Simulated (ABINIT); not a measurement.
# Sn: single point with r2SCAN

The system is Sn.

```xyz
2
Lattice="-2.9401 2.9401 1.5993 2.9401 -2.9401 1.5993 2.9401 2.9401 -1.5993" Properties=species:S:1:pos:R:3 pbc="T T T"
Sn    0.0000    0.0000    0.0000
Sn    0.0000    2.9401    0.7997
```

```json
{
 "Program": "ABINIT 10.8.3 (patched build)",
 "Task": "single point",
 "Functional": "r2SCAN",
 "Potentials or basis": "JTH PAW PBE v2.0",
 "Cutoff": "490 eV",
 "k mesh": "7 × 7 × 7",
 "Occupations": "fermi-dirac, width 0.05 eV",
 "Spin": "no spin polarisation"
}
```

```
Band gap on the k mesh                                : none (metal or under the smearing width)
Valence electrons inside the program's atomic spheres : Sn 11.89 (radii [1.3287] Å)
```

Levels at points of the mesh, in eV from the Fermi level:
```csv
k point,band 12,band 13,band 14,band 15,band 16,band 17
"(0.00, 0.00, 0.00)",-3.67,-2.06,-2.06,3.46,6.51,6.51
```

Wall time 2.1 min on 1 thread of Arm Neoverse V1, on a shared host, peak memory 0.16 GiB.
